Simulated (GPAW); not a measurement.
# CuO (P4/mmm) in GPAW: notebook

Runs on CuO. Level: PBE. Tasks: relaxation of cell and atoms.

All numbers are computed with GPAW 26.7.0; they aren't measurements. Logs are shortened: lines on timing, memory, paths and dates and some standing lists are left out, and cuts for length are marked. The log counts tension as positive stress, the text compression.

## 1. Starting point

Symmetry: P4/mmm, No. 123, tetragonal system. Conventional cell: a = 4.161 Å, b = 4.161 Å, c = 3.888 Å, α = 90.00°, β = 90.00°, γ = 90.00°. Cu (site symmetry mmm) has 4 O at 1.94 to 2.08 Å as nearest neighbours. Cu (site symmetry 4/mmm) is surrounded by 6 O at 1.94 to 2.08 Å. O (site symmetry 4/mmm) has 6 Cu at 1.94 to 2.08 Å as nearest neighbours. O (site symmetry mmm) is surrounded by 4 Cu at 1.94 to 2.08 Å.

Measurements of this composition are mostly on another form, of space group No. 15.

## 2. Relaxation of cell and atoms, PBE

run.py reads:

```python
from ase.filters import FrechetCellFilter
from ase.io import read, write
from ase.optimize import BFGS
from gpaw import GPAW, PW

atoms = read('CuO.xyz')

calc = GPAW(mode=PW(800),
            xc='PBE',
            kpts={'size': (4, 4, 4), 'gamma': True},
            occupations={'name': 'fermi-dirac', 'width': 0.05},
            nbands=47,
            convergence={'density': 1e-05, 'forces': 0.0001},
            maxiter=150,
            txt='gpaw.txt')
atoms.calc = calc
opt = BFGS(FrechetCellFilter(atoms), trajectory='relax.traj', logfile='-')
done = opt.run(fmax=0.02, steps=60)
calc.write('gs.gpw')
write('result.traj', atoms)
print('Converged:', done)
print('Cell:', atoms.cell.cellpar().round(4))
print('Volume:', round(atoms.get_volume(), 4))
print(atoms.get_scaled_positions().round(5))
```

CuO.xyz reads:

```xyz
6
Lattice="4.1609370000 0.0000000000 0.0000000000 0.0000000000 4.1609370000 0.0000000000 0.0000000000 0.0000000000 3.8876430000" Properties=species:S:1:pos:R:3 pbc="T T T"
Cu     2.0804685000      0.0000000000      1.9438215000
Cu     0.0000000000      2.0804685000      1.9438215000
Cu     0.0000000000      0.0000000000      0.0000000000
O      0.0000000000      0.0000000000      1.9438215000
O      2.0804685000      0.0000000000      0.0000000000
O      0.0000000000      2.0804685000      0.0000000000
```

Potentials or basis: GPAW PAW data sets (gpaw-data 1.2.1), pw.

Started as:

```sh
OMP_NUM_THREADS=1 python run.py
```

gpaw.txt:

```text
__  _  _
 | _ |_)|_||  |
 |__||  | ||/\| - 26.7.0

Input parameters:
  mode=PW(ecut=800.0),
  convergence={'density': 1e-05, 'forces': 0.0001},
  kpts=MonkhorstPack(size=(4, 4, 4), gamma=True),
  maxiter=150,
  nbands=47,
  occupations=Occupations(name='fermi-dirac', width=0.05),
  xc=XC(name='PBE')

Diagonalizing LCAO Hamiltonian
Converting LCAO to pw mode
    .---------.
   /|         |
  / |         |
 *  |         |
 | Cu         |
 O  .-Cu------.
 | O         /
 |/         /
 Cu---O----*

Atoms  # Å, Bohr magnetons
|   | symbol |        x |        y |        z |    initial magnetic moments |
|---|--------|----------|----------|----------|-----------------------------|
| 0 |     Cu | 2.080468 | 0.000000 | 1.943822 | ( 0.0000,  0.0000,  0.0000) |
| 1 |     Cu | 0.000000 | 2.080468 | 1.943822 | ( 0.0000,  0.0000,  0.0000) |
| 2 |     Cu | 0.000000 | 0.000000 | 0.000000 | ( 0.0000,  0.0000,  0.0000) |
| 3 |      O | 0.000000 | 0.000000 | 1.943822 | ( 0.0000,  0.0000,  0.0000) |
| 4 |      O | 2.080468 | 0.000000 | 0.000000 | ( 0.0000,  0.0000,  0.0000) |
| 5 |      O | 0.000000 | 2.080468 | 0.000000 | ( 0.0000,  0.0000,  0.0000) |

Unit cell  # Å
| periodic |        x |        y |        z |  lengths |    angles |
|----------|----------|----------|----------|----------|-----------|
|      yes | 4.160937 | 0.000000 | 0.000000 | 4.160937 | 90.000000 |
|      yes | 0.000000 | 4.160937 | 0.000000 | 4.160937 | 90.000000 |
|      yes | 0.000000 | 0.000000 | 3.887643 | 3.887643 | 90.000000 |

Number of symmetries: 16
Symmetry operations  # r_c * U_cc + t_c -> r_c
|    | kind |            matrix            |
|----|------|------------------------------|
|  0 |  E   |  1, 0, 0,  0, 1, 0,  0, 0, 1 |
|  1 |  σ   |  1, 0, 0,  0, 1, 0,  0, 0,-1 |
|  2 |  σ   |  1, 0, 0,  0,-1, 0,  0, 0, 1 |
|  3 |  C2  |  1, 0, 0,  0,-1, 0,  0, 0,-1 |
|  4 |  σ   |  0, 1, 0,  1, 0, 0,  0, 0, 1 |
|  5 |  C2  |  0, 1, 0,  1, 0, 0,  0, 0,-1 |
|  6 |  C4  |  0, 1, 0, -1, 0, 0,  0, 0, 1 |
|  7 |  S4  |  0, 1, 0, -1, 0, 0,  0, 0,-1 |
|  8 |  C4  |  0,-1, 0,  1, 0, 0,  0, 0, 1 |
[... 202 lines left out ...]
No gap
No difference between direct/indirect transitions

Stress tensor  # eV/Ang^3
|         x |         y |         z |
|-----------|-----------|-----------|
| -0.020128 |  0.000000 |  0.000000 |
|  0.000000 | -0.020128 |  0.000000 |
|  0.000000 |  0.000000 | -0.030259 |

Forces  # eV/Ang
|       x |       y |       z |
|---------|---------|---------|
| 0.00000 | 0.00000 | 0.00000 |  # Cu   0
| 0.00000 | 0.00000 | 0.00000 |  # Cu   1
| 0.00000 | 0.00000 | 0.00000 |  # Cu   2
| 0.00000 | 0.00000 | 0.00000 |  # O    3
| 0.00000 | 0.00000 | 0.00000 |  # O    4
| 0.00000 | 0.00000 | 0.00000 |  # O    5

Interpolating wave functions to new cell
    .---------.
   /|         |
  / |         |
 *  |         |
 |Cu|         |
 O  .-Cu------.
 | /         /
 |/         /
 Cu---O----*

Atoms  # Å, Bohr magnetons
|   | symbol |        x |        y |        z |    initial magnetic moments |
|---|--------|----------|----------|----------|-----------------------------|
| 0 |     Cu | 2.081587 | 0.000000 | 1.945393 | ( 0.0000,  0.0000,  0.0000) |
| 1 |     Cu | 0.000000 | 2.081587 | 1.945393 | ( 0.0000,  0.0000,  0.0000) |
| 2 |     Cu | 0.000000 | 0.000000 | 0.000000 | ( 0.0000,  0.0000,  0.0000) |
| 3 |      O | 0.000000 | 0.000000 | 1.945393 | ( 0.0000,  0.0000,  0.0000) |
| 4 |      O | 2.081587 | 0.000000 | 0.000000 | ( 0.0000,  0.0000,  0.0000) |
| 5 |      O | 0.000000 | 2.081587 | 0.000000 | ( 0.0000,  0.0000,  0.0000) |

Unit cell  # Å
| periodic |        x |        y |        z |  lengths |    angles |
|----------|----------|----------|----------|----------|-----------|
|      yes | 4.163175 | 0.000000 | 0.000000 | 4.163175 | 90.000000 |
|      yes | 0.000000 | 4.163175 | 0.000000 | 4.163175 | 90.000000 |
|      yes | 0.000000 | 0.000000 | 3.890786 | 3.890786 | 90.000000 |

Number of symmetries: 16
Symmetry operations  # r_c * U_cc + t_c -> r_c
|    | kind |            matrix            |
|----|------|------------------------------|
|  0 |  E   |  1, 0, 0,  0, 1, 0,  0, 0, 1 |
|  1 |  σ   |  1, 0, 0,  0, 1, 0,  0, 0,-1 |
|  2 |  σ   |  1, 0, 0,  0,-1, 0,  0, 0, 1 |
|  3 |  C2  |  1, 0, 0,  0,-1, 0,  0, 0,-1 |
|  4 |  σ   |  0, 1, 0,  1, 0, 0,  0, 0, 1 |
|  5 |  C2  |  0, 1, 0,  1, 0, 0,  0, 0,-1 |
|  6 |  C4  |  0, 1, 0, -1, 0, 0,  0, 0, 1 |
|  7 |  S4  |  0, 1, 0, -1, 0, 0,  0, 0,-1 |
|  8 |  C4  |  0,-1, 0,  1, 0, 0,  0, 0, 1 |
[... 198 lines left out ...]
No gap
No difference between direct/indirect transitions

Stress tensor  # eV/Ang^3
|         x |         y |         z |
|-----------|-----------|-----------|
| -0.018683 |  0.000000 |  0.000000 |
|  0.000000 | -0.018683 |  0.000000 |
|  0.000000 |  0.000000 | -0.027145 |

Forces  # eV/Ang
|        x |        y |       z |
|----------|----------|---------|
| -0.00000 |  0.00000 | 0.00000 |  # Cu   0
|  0.00000 |  0.00000 | 0.00000 |  # Cu   1
| -0.00000 | -0.00000 | 0.00000 |  # Cu   2
|  0.00000 |  0.00000 | 0.00000 |  # O    3
| -0.00000 | -0.00000 | 0.00000 |  # O    4
| -0.00000 | -0.00000 | 0.00000 |  # O    5

Interpolating wave functions to new cell

         Cu
       O    Cu
         O
       Cu   O

Atoms  # Å, Bohr magnetons
|   | symbol |         x |         y |        z |    initial magnetic moments |
|---|--------|-----------|-----------|----------|-----------------------------|
| 0 |     Cu |  2.093676 | -0.000000 | 1.961831 | ( 0.0000,  0.0000,  0.0000) |
| 1 |     Cu |  0.000000 |  2.093676 | 1.961831 | ( 0.0000,  0.0000,  0.0000) |
| 2 |     Cu | -0.000000 | -0.000000 | 0.000000 | ( 0.0000,  0.0000,  0.0000) |
| 3 |      O |  0.000000 | -0.000000 | 1.961831 | ( 0.0000,  0.0000,  0.0000) |
| 4 |      O |  2.093676 |  0.000000 | 0.000000 | ( 0.0000,  0.0000,  0.0000) |
| 5 |      O |  0.000000 |  2.093676 | 0.000000 | ( 0.0000,  0.0000,  0.0000) |
[... 221 lines left out ...]
No gap
No difference between direct/indirect transitions

Stress tensor  # eV/Ang^3
|         x |         y |        z |
|-----------|-----------|----------|
| -0.003975 |  0.000000 | 0.000000 |
|  0.000000 | -0.003975 | 0.000000 |
|  0.000000 |  0.000000 | 0.003580 |

Forces  # eV/Ang
|        x |       y |       z |
|----------|---------|---------|
|  0.00000 | 0.00000 | 0.00000 |  # Cu   0
|  0.00000 | 0.00000 | 0.00000 |  # Cu   1
|  0.00000 | 0.00000 | 0.00000 |  # Cu   2
| -0.00000 | 0.00000 | 0.00000 |  # O    3
|  0.00000 | 0.00000 | 0.00000 |  # O    4
|  0.00000 | 0.00000 | 0.00000 |  # O    5
[... 8 lines left out ...]
Atoms  # Å, Bohr magnetons
|   | symbol |         x |         y |         z |    initial magnetic moments |
|---|--------|-----------|-----------|-----------|-----------------------------|
| 0 |     Cu |  2.094366 | -0.000000 |  1.962251 | ( 0.0000,  0.0000,  0.0000) |
| 1 |     Cu |  0.000000 |  2.094366 |  1.962251 | ( 0.0000,  0.0000,  0.0000) |
| 2 |     Cu | -0.000000 | -0.000000 |  0.000000 | ( 0.0000,  0.0000,  0.0000) |
| 3 |      O |  0.000000 | -0.000000 |  1.962251 | ( 0.0000,  0.0000,  0.0000) |
| 4 |      O |  2.094366 |  0.000000 |  0.000000 | ( 0.0000,  0.0000,  0.0000) |
| 5 |      O |  0.000000 |  2.094366 | -0.000000 | ( 0.0000,  0.0000,  0.0000) |

Unit cell  # Å
| periodic |         x |         y |         z |  lengths |    angles |
|----------|-----------|-----------|-----------|----------|-----------|
|      yes |  4.188731 |  0.000000 | -0.000000 | 4.188731 | 90.000000 |
|      yes |  0.000000 |  4.188731 | -0.000000 | 4.188731 | 90.000000 |
|      yes | -0.000000 | -0.000000 |  3.924502 | 3.924502 | 90.000000 |

Number of symmetries: 16
Symmetry operations  # r_c * U_cc + t_c -> r_c
|    | kind |            matrix            |
|----|------|------------------------------|
|  0 |  E   |  1, 0, 0,  0, 1, 0,  0, 0, 1 |
|  1 |  σ   |  1, 0, 0,  0, 1, 0,  0, 0,-1 |
|  2 |  σ   |  1, 0, 0,  0,-1, 0,  0, 0, 1 |
|  3 |  C2  |  1, 0, 0,  0,-1, 0,  0, 0,-1 |
|  4 |  σ   |  0, 1, 0,  1, 0, 0,  0, 0, 1 |
|  5 |  C2  |  0, 1, 0,  1, 0, 0,  0, 0,-1 |
|  6 |  C4  |  0, 1, 0, -1, 0, 0,  0, 0, 1 |
|  7 |  S4  |  0, 1, 0, -1, 0, 0,  0, 0,-1 |
|  8 |  C4  |  0,-1, 0,  1, 0, 0,  0, 0, 1 |
[... 198 lines left out ...]
No gap
No difference between direct/indirect transitions

Stress tensor  # eV/Ang^3
|         x |         y |         z |
|-----------|-----------|-----------|
| -0.003392 | -0.000000 |  0.000000 |
| -0.000000 | -0.003392 | -0.000000 |
|  0.000000 | -0.000000 |  0.004611 |

Forces  # eV/Ang
|        x |        y |       z |
|----------|----------|---------|
|  0.00000 |  0.00000 | 0.00000 |  # Cu   0
|  0.00000 | -0.00000 | 0.00000 |  # Cu   1
| -0.00000 |  0.00000 | 0.00000 |  # Cu   2
|  0.00000 | -0.00000 | 0.00000 |  # O    3
| -0.00000 | -0.00000 | 0.00000 |  # O    4
| -0.00000 |  0.00000 | 0.00000 |  # O    5
[... 237 lines left out ...]
No gap
No difference between direct/indirect transitions

Stress tensor  # eV/Ang^3
|         x |         y |        z |
|-----------|-----------|----------|
| -0.002108 | -0.000000 | 0.000000 |
| -0.000000 | -0.002108 | 0.000000 |
|  0.000000 |  0.000000 | 0.006454 |

Forces  # eV/Ang
|        x |        y |       z |
|----------|----------|---------|
|  0.00000 |  0.00000 | 0.00000 |  # Cu   0
| -0.00000 |  0.00000 | 0.00000 |  # Cu   1
| -0.00000 | -0.00000 | 0.00000 |  # Cu   2
|  0.00000 |  0.00000 | 0.00000 |  # O    3
|  0.00000 | -0.00000 | 0.00000 |  # O    4
|  0.00000 |  0.00000 | 0.00000 |  # O    5
[... 237 lines left out ...]
No gap
No difference between direct/indirect transitions

Stress tensor  # eV/Ang^3
|         x |         y |        z |
|-----------|-----------|----------|
| -0.000497 | -0.000000 | 0.000000 |
| -0.000000 | -0.000497 | 0.000000 |
|  0.000000 |  0.000000 | 0.007911 |

Forces  # eV/Ang
|        x |        y |       z |
|----------|----------|---------|
|  0.00000 |  0.00000 | 0.00000 |  # Cu   0
|  0.00000 |  0.00000 | 0.00000 |  # Cu   1
|  0.00000 | -0.00000 | 0.00000 |  # Cu   2
|  0.00000 |  0.00000 | 0.00000 |  # O    3
|  0.00000 |  0.00000 | 0.00000 |  # O    4
| -0.00000 | -0.00000 | 0.00000 |  # O    5
[... 237 lines left out ...]
No gap
No difference between direct/indirect transitions

Stress tensor  # eV/Ang^3
|        x |        y |        z |
|----------|----------|----------|
| 0.001216 | 0.000000 | 0.000000 |
| 0.000000 | 0.001216 | 0.000000 |
| 0.000000 | 0.000000 | 0.007630 |

Forces  # eV/Ang
|        x |        y |       z |
|----------|----------|---------|
|  0.00000 | -0.00000 | 0.00000 |  # Cu   0
| -0.00000 | -0.00000 | 0.00000 |  # Cu   1
|  0.00000 |  0.00000 | 0.00000 |  # Cu   2
|  0.00000 |  0.00000 | 0.00000 |  # O    3
|  0.00000 | -0.00000 | 0.00000 |  # O    4
|  0.00000 |  0.00000 | 0.00000 |  # O    5
[... 237 lines left out ...]
No gap
No difference between direct/indirect transitions

Stress tensor  # eV/Ang^3
|        x |        y |        z |
|----------|----------|----------|
| 0.001583 | 0.000000 | 0.000000 |
| 0.000000 | 0.001583 | 0.000000 |
| 0.000000 | 0.000000 | 0.004359 |

Forces  # eV/Ang
|        x |        y |       z |
|----------|----------|---------|
|  0.00000 | -0.00000 | 0.00000 |  # Cu   0
| -0.00000 |  0.00000 | 0.00000 |  # Cu   1
|  0.00000 |  0.00000 | 0.00000 |  # Cu   2
|  0.00000 |  0.00000 | 0.00000 |  # O    3
|  0.00000 | -0.00000 | 0.00000 |  # O    4
|  0.00000 | -0.00000 | 0.00000 |  # O    5
[... 235 lines left out ...]
No gap
No difference between direct/indirect transitions

Stress tensor  # eV/Ang^3
|        x |        y |        z |
|----------|----------|----------|
| 0.000724 | 0.000000 | 0.000000 |
| 0.000000 | 0.000724 | 0.000000 |
| 0.000000 | 0.000000 | 0.001086 |

Forces  # eV/Ang
|        x |        y |       z |
|----------|----------|---------|
|  0.00000 | -0.00000 | 0.00000 |  # Cu   0
| -0.00000 |  0.00000 | 0.00000 |  # Cu   1
|  0.00000 | -0.00000 | 0.00000 |  # Cu   2
| -0.00000 |  0.00000 | 0.00000 |  # O    3
|  0.00000 | -0.00000 | 0.00000 |  # O    4
|  0.00000 | -0.00000 | 0.00000 |  # O    5

# Writing to gs.gpw (mode='')
```

Run time: 10 min. Hardware: 1 thread of Arm Neoverse V1, shared host; peak memory 0.37 GiB.

Results:

| Property | Result |
| --- | --- |
| Free energy | -28.2872 eV |
| Relaxed volume | 11.59 Å³/atom |
| Relaxed cell | a = 4.224 Å, b = 4.224 Å, c = 3.897 Å, α = 90.00°, β = 90.00°, γ = 90.00° |
| Space group after relaxing (to 0.05 Å) | P4/mmm (No. 123) |
| Energy gained by relaxing | 4.7 meV/atom |
| Ionic steps | 9 |
| Pressure after relaxing | -0.1 GPa |
| Band gap on the k mesh | none (metal or under the smearing width) |

Step by step:
| step | energy change (eV) | largest force (eV/Å) | pressure (GPa) | volume (Å³) |
| --- | --- | --- | --- | --- |
| 1 | 0.0000 | 0.0000 | 3.77 | 67.31 |
| 2 | -0.0035 | 0.0000 | 3.45 | 67.44 |
| 3 | -0.0241 | 0.0000 | 0.23 | 68.80 |
| 4 | -0.0244 | 0.0000 | 0.12 | 68.86 |
| 5 | -0.0251 | 0.0000 | -0.12 | 69.00 |
| 6 | -0.0262 | 0.0000 | -0.37 | 69.20 |
| 7 | -0.0277 | 0.0000 | -0.54 | 69.45 |
| 8 | -0.0284 | 0.0000 | -0.40 | 69.58 |
| 9 | -0.0284 | 0.0000 | -0.14 | 69.51 |

Final structure:
```
CELL_PARAMETERS angstrom
4.22350 0.00000 0.00000
0.00000 4.22350 0.00000
0.00000 0.00000 3.89699
ATOMIC_POSITIONS crystal
Cu 0.50000 0.00000 0.50000
Cu 0.00000 0.50000 0.50000
Cu 0.00000 0.00000 0.00000
O 0.00000 0.00000 0.50000
O 0.50000 0.00000 0.00000
O 0.00000 0.50000 0.00000
```

Levels at points of the mesh, in eV from the Fermi level:
| k point | band 23 | band 24 | band 25 | band 26 | band 27 | band 28 | band 29 | band 30 |
| --- | --- | --- | --- | --- | --- | --- | --- | --- |
| (0.00, 0.00, 0.00) | -1.55 | -1.49 | -1.45 | -1.45 | -1.40 | 1.25 | 5.92 | 7.27 |
| (0.00, 0.00, 0.50) | -1.12 | -0.73 | -0.20 | -0.20 | -0.04 | 5.06 | 6.67 | 7.56 |
| (0.50, 0.00, 0.00) | -1.57 | -1.50 | -1.02 | -0.76 | -0.65 | 3.71 | 3.90 | 8.21 |
| (0.50, 0.00, 0.50) | -0.86 | -0.45 | -0.11 | 1.14 | 1.15 | 4.64 | 6.38 | 7.45 |
| (0.50, 0.50, 0.00) | -1.37 | -0.81 | -0.55 | -0.55 | 0.83 | 3.67 | 6.05 | 6.05 |
| (0.50, 0.50, 0.50) | 0.13 | 1.10 | 1.19 | 1.19 | 1.22 | 2.05 | 6.82 | 8.18 |

Caveat: the k mesh is coarse (spacing up to 0.40 Å⁻¹), so the values aren't converged; with this Cu data set, volumes or pressures lay over 1.5 % or 2 GPa off other programs in two to four cells of ten; later steps reuse the first step's grids; an odd number of electrons without spin polarisation forces a metal; a magnetic or distorted state may lie lower; the run has no spin polarisation, though such a crystal can be magnetic; semilocal functionals often make such compounds metallic where correlation or magnetic order opens a gap, which also shifts bond lengths. With open d or f shells a metallic result of PBE can be an artefact of self-interaction; +U or a hybrid may open a gap.

## 3. Relaxation of cell and atoms, PBE, target pressure 2 GPa, at which the enthalpy is minimised

Changes to run.py since step 2:

```diff
@@ -3,2 +3,3 @@
 from ase.optimize import BFGS
+from ase.units import GPa
 from gpaw import GPAW, PW
@@ -16,3 +17,3 @@
 atoms.calc = calc
-opt = BFGS(FrechetCellFilter(atoms), trajectory='relax.traj', logfile='-')
+opt = BFGS(FrechetCellFilter(atoms, scalar_pressure=2 * GPa), trajectory='relax.traj', logfile='-')
 done = opt.run(fmax=0.02, steps=60)
```

CuO.xyz is that of step 2.

Potentials or basis: GPAW PAW data sets (gpaw-data 1.2.1), pw.

Started as:

```sh
OMP_NUM_THREADS=1 python run.py
```

Wall time 3.6 min (1 thread of Arm Neoverse V1, shared host); peak memory 0.29 GiB.

The run converged. Its results:

```
Free energy                                            : -28.2725 eV
Relaxed volume                                         : 11.33 Å³/atom
Relaxed cell                                           : a = 4.170 Å, b = 4.170 Å, c = 3.908 Å, α = 90.00°, β = 90.00°, γ = 90.00°
Space group after relaxing (to 0.05 Å)                 : P4/mmm (No. 123)
Energy change on relaxing (the enthalpy is what falls) : -2.5 meV/atom
Ionic steps                                            : 3
Pressure after relaxing                                : 2.0 GPa
Band gap on the k mesh                                 : none (metal or under the smearing width)
```

Step by step:
| step | energy change (eV) | largest force (eV/Å) | pressure (GPa) | volume (Å³) |
| --- | --- | --- | --- | --- |
| 1 | 0.0000 | 0.0000 | 3.77 | 67.31 |
| 2 | -0.0017 | 0.0000 | 3.60 | 67.37 |
| 3 | -0.0152 | 0.0000 | 2.03 | 67.96 |

Final structure:
```
Cu O
1.0
     4.17029    0.00000    0.00000
     0.00000    4.17029    0.00000
     0.00000    0.00000    3.90797
Cu O
3 3
Cartesian
  2.0851 0.0000 1.9540
  0.0000 2.0851 1.9540
  0.0000 0.0000 0.0000
  0.0000 0.0000 1.9540
  2.0851 0.0000 0.0000
  0.0000 2.0851 0.0000
```

Levels at points of the mesh, in eV from the Fermi level:
```tsv
k point	band 23	band 24	band 25	band 26	band 27	band 28	band 29	band 30
(0.00, 0.00, 0.00)	-1.58	-1.51	-1.46	-1.46	-1.41	1.24	6.03	7.42
(0.00, 0.00, 0.50)	-1.21	-0.73	-0.24	-0.24	-0.04	5.01	6.70	7.64
(0.50, 0.00, 0.00)	-1.60	-1.53	-1.01	-0.78	-0.65	3.76	3.93	8.42
(0.50, 0.00, 0.50)	-0.86	-0.51	-0.14	1.16	1.18	4.61	6.40	7.52
(0.50, 0.50, 0.00)	-1.41	-0.77	-0.54	-0.54	0.94	3.56	6.19	6.19
(0.50, 0.50, 0.50)	0.12	1.18	1.20	1.22	1.22	1.92	6.92	8.28
```

Caveat: the k mesh is coarse (spacing up to 0.40 Å⁻¹), so the values aren't converged; with this Cu data set, volumes or pressures lay over 1.5 % or 2 GPa off other programs in two to four cells of ten; later steps reuse the first step's grids; an odd number of electrons without spin polarisation forces a metal; a magnetic or distorted state may lie lower; the run has no spin polarisation, though such a crystal can be magnetic; semilocal functionals often make such compounds metallic where correlation or magnetic order opens a gap, which also shifts bond lengths.
